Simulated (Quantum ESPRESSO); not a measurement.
Runs of Quantum ESPRESSO 7.5 on CoO. Symmetry: P-6m2, No. 187, hexagonal system. The conventional cell has a = 2.856 Å, b = 2.856 Å, c = 2.788 Å, α = 90.00°, β = 90.00°, γ = 120.00°. Co (site symmetry -6m2) is surrounded by 6 O at 2.16 Å. O (site symmetry -6m2) has 6 Co at 2.16 Å as nearest neighbours. Measurements of this composition are mostly on another form, of space group No. 225.

```tsv
level	form of the LDA correlation	gap on the mesh (eV)	pressure (GPa)	moment (μB)	largest force (eV/Å)
LDA+U	PZ81	none	-20.8	0.00	(a)
revPBE+U	-	0.65	3.1	0.00	0.18
RPBE+U	-	0.68	(c)	0.00	0.18
PW91+U	-	0.57	-2.5	0.00	0.18
PBEsol+U	-	0.37	-10.8	0.00	(b)
```

Alike in all rows: task single point; potentials or basis SPMS 1.0 PBE; spin collinear, antiferromagnetic start; Co d U = 2 eV; cell as given; k mesh 4 × 3 × 5; cutoff (eV) 1197; smearing gaussian 0.05 eV; the mesh is coarse, so values aren't converged.

**Question.** Fill in the values left out.

**Answer.** (a) 0.10; (b) 0.17; (c) 4.9.

Caveats: all runs use coarse meshes; the potentials were made for another functional, which shifts forces and pressure; an odd mesh through Γ misses points on the zone boundary, where band edges often lie (some runs).

A gap of «none» marks a metal or a gap under the smearing width.
